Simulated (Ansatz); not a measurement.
## Calculated quadrupolar parameters for SiO2

The cell is a Materials Project structure (computed, not necessarily an observed phase).

Space group I-42d (No. 122); a = 4.9546, c = 7.3113 Å.

| site | Wyckoff | site symmetry | x | y | z |
| --- | --- | --- | --- | --- | --- |
| Si | 4a | -4.. | 0.0000 | 0.0000 | 0.0000 |
| O | 8d | .2. | 0.0968 | 0.2500 | 0.1250 |

One atom of each set is listed; the run and its k-mesh use a cell of 6 atoms with edges of 5.06, 5.06, 5.06 Å.

Method: Kohn–Sham DFT in Ansatz, PBE, plane waves and PAW (field gradients read without the response of the frozen cores, which leaves them typically 4 to 6 % off), scalar-relativistic, 420 eV cutoff, Γ-centred 5×5×5 k-points, Fermi–Dirac smearing 0.02 eV.

Conventions: |V_zz| ≥ |V_yy| ≥ |V_xx|, η = (V_xx − V_yy)/V_zz, C_Q = eQV_zz/h.

¹⁷O: I = 5/2, Q = -25.58 mb. Quadrupole moments are those of Pyykkö's year-2017 table.

| site | atoms | first shell | V_zz (10²¹ V/m²) | η | C_Q (MHz) |
| --- | --- | --- | --- | --- | --- |
| Si | 2 | 4 O at 1.61 Å | -0.065 | 0.00 | – |
| O | 4 | 2 Si at 1.61 Å, angle 145° | 9.55 | 0.17 | -5.90 |

An axis of threefold or higher order runs through Si, so V_zz lies along it and η is zero. At O V_zz runs parallel to the line that joins its two neighbours (within 1°).

Si has no stable isotope with a ground-state quadrupole moment in the table, so no C_Q is given.

The largest force is 0.3 eV/Å, so the atoms aren't at the calculated equilibrium and relaxing them would move these values.

The run took 4.3 s of wall time (4.3 s of CPU time) and 0.37 GiB at its peak, on 1 thread of Intel Xeon Platinum 8259CL CPU @ 2.50GHz (Skylake/Cascade Lake) (x86_64; 16 cores open to the job, memory cap 3.0 GiB, no GPU), a shared host with a load of 0.3 a core.
